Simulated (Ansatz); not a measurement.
## Ag in Ansatz, single run

The command:

```bash
ansatz run input.yaml --threads 1 --pin off --max-ram 2560MiB --backend cpu --events-out ev --progress --plain --runs-dir out
```

The input file (Ansatz 0.2.0, plane waves):

```yaml
crystal:
  lattice:
    - [1.582293, 0.913541, 2.043261]
    - [-1.582293, 0.913541, 2.043261]
    - [0.0, -1.827072, 2.043261]
  atoms:
    - { symbol: Ag, position: [0.0, 0.0, 0.0] }
  symmetry: { tolerance: 0.0003 }
kpoints:
  mp_grid: { grid: [7, 7, 7], shift: [0, 0, 0] }
magnetization:
  spin_polarized: false
scf:
  occupations: { method: cold, width: 0.2802 }
  initial_density: { chi_scale: 0.0 }
hamiltonian:
  pseudopotentials: { kind: paw }
  xc: r2scan
basis:
  ecutwfc: 500
output:
  forces: true
  stress: true
  eigenvalues: true
  write_density: true
  write_potential: true
  elf: true
  volumetric_format: npy
```

Origin of the cell: a known structure type with other elements, at an estimated volume, so it need not be a known compound.

Output (shortened):

```
SCF iter   1: F=—  HF=-7603.937422 eV  Δρ=5.33e-2  dr2=5.28e-1  dr2_τ=1.09e-2
SCF iter   2: F=—  HF=-7603.805158 eV  S|Δr|=    0.00e0  Δρ=1.80e-2  dr2=6.52e-2  dr2_τ=5.59e-3
SCF iter   3: F=—  HF=-7603.807227 eV  S|Δr|=    0.00e0  Δρ=5.26e-3  dr2=3.17e-3  dr2_τ=3.65e-4
SCF iter   4: F=—  HF=-7603.809773 eV  S|Δr|=    0.00e0  Δρ=1.36e-3  dr2=2.72e-4  dr2_τ=9.67e-6
SCF iter   5: F=—  HF=-7603.809736 eV  S|Δr|=    0.00e0  Δρ=1.33e-4  dr2=2.77e-6  dr2_τ=1.39e-7
SCF iter   6: F=—  HF=-7603.809733 eV  S|Δr|=    0.00e0  Δρ=2.49e-5  dr2=9.11e-8  dr2_τ=7.34e-9
SCF iter   7: F=-7603.809733 eV  HF=-7603.809733 eV  S|Δr|=    0.00e0  Δρ=9.72e-7  dr2=7.90e-11  dr2_τ=1.04e-11
SCF 1 converged in 7 iterations: F = -7603.809733 eV  dr2 = 7.90e-11
SCF converged after 7 iterations
Stability not checked: this state was not tested for a lower state beside it, because cold or Methfessel-Paxton smearing, or corrected tetrahedra, fill the levels in a way that the test cannot read (fill_not_monotonic; […]
Free energy (F): -7603.809733 eV
Harris-Foulkes:  -7603.809733 eV  (|F-HF|=1.96e-10)
Internal energy: -7603.803142 eV  (E = F + TS)
E sigma→0 (E₀):  -7603.807536 eV
Entropy (-TS):   -0.006591 eV (-6.591 meV/atom)
Fermi energy:    16.639817 eV
--- Per-component energies (eV) ---
  E_band       = -269.377669
  E_kinetic    = 528.506462
  E_local      = -2289.037389  (includes V_loc(G=0)·N_el)
  E_nonlocal   = 81.317775
  E_hartree    = 1040.725280
  E_xc         = -178.477929
  E_vxc        = -262.962517  (∫ρ·V_xc dr)
  E_paw        = -3922.541390  (= ΣΔE_a)
  E_vpaw       = -427.596931  (= ΣTr[D̂ρ^β])
  E_aug_tail   = 0.000070  (compensation charges beyond the density's cutoff)
  E_vtau       = 18.944501  (kinetic-family band-sum trace: ∫τ·v_τ [+ j·A + Jᵃ·Aᵃ] dr)
  E_ewald      = -2863.786710
  E_core_change = -0.509311  (= ΣΔE_core)
  E_smearing   = -0.006591  (= −TS)
  Σ components = -7603.809733   (vs F -7603.809733, Δ=0.00e0)
--- Forces (eV/Å), atoms counted from 1 ---
  atom   1  Ag     0.000000     0.000000     0.000000
  max |Σ_I F_I| component: 0.0 eV/Å
--- Stress (GPa, compression-positive) ---
       -1.919140       0.000000      -0.000000
        0.000000      -1.919140       0.000011
       -0.000000       0.000011      11.788706
  P = ⅓ Tr σ = 2.6501 GPa (26.501 kbar)
```

Caveats: no moments, though an odd count or open d shells may carry them; the k mesh is coarse if the cell is a metal; wide smearing.

Time: 1.7 s on 1 thread of Intel(R) Xeon(R) Platinum 8488C (Sapphire Rapids), on a shared host, peak memory 0.34 GiB, from the program's own first density.
